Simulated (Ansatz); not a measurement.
GeO$_{2}$:
```
CELL_PARAMETERS angstrom
      5.09118     0.00000     0.00000
     -2.54559     4.40909     0.00000
      0.00000     0.00000     5.76870
ATOMIC_POSITIONS crystal
  Ge 0.45555 0.00000 0.66667
  Ge 0.00000 0.45555 0.33333
  Ge 0.54445 0.54445 0.00000
  O  0.39729 0.29832 0.75807
  O  0.29832 0.39729 0.24193
  O  0.70168 0.09897 0.42474
  O  0.60271 0.90103 0.90860
  O  0.90103 0.60271 0.09140
  O  0.09897 0.70168 0.57526
```

Cartesian axes are those of the cell as given.

**Question.** Give the proper piezoelectric stress tensor with relaxed ions from the program Ansatz at the PBE level (PAW).

**Answer.** In C/m², rows x, y, z, Voigt columns; mesh uncertainty up to 0.00.
```
 0.21  -0.21   0.00   0.17   0.00   0.00
 0.00   0.00   0.00   0.00  -0.17  -0.21
 0.00   0.00   0.00   0.00   0.00   0.00
```

The elastic tensor of the same run (GPa):

```
59.0  20.6  23.9   0.6   0.0   0.0
20.6  59.0  23.9  -0.6   0.0   0.0
23.9  23.9  95.3   0.0   0.0   0.0
 0.6  -0.6   0.0  33.3   0.0   0.0
 0.0   0.0   0.0   0.0  33.3   0.6
 0.0   0.0   0.0   0.0   0.6  19.2
```

**Question.** Convert to strain constants d = e·S.

**Answer.** In pC/N:
```
  5.5   -5.5    0.0    4.8    0.0    0.0
  0.0    0.0    0.0    0.0   -4.8  -11.0
  0.0    0.0    0.0    0.0    0.0    0.0
```

Space group P3_221. Symmetry was held in the PBE relaxation. Signs of piezoelectric constants follow the polarity of the cell as given.

Potentials: the later of the program's two PAW sets.
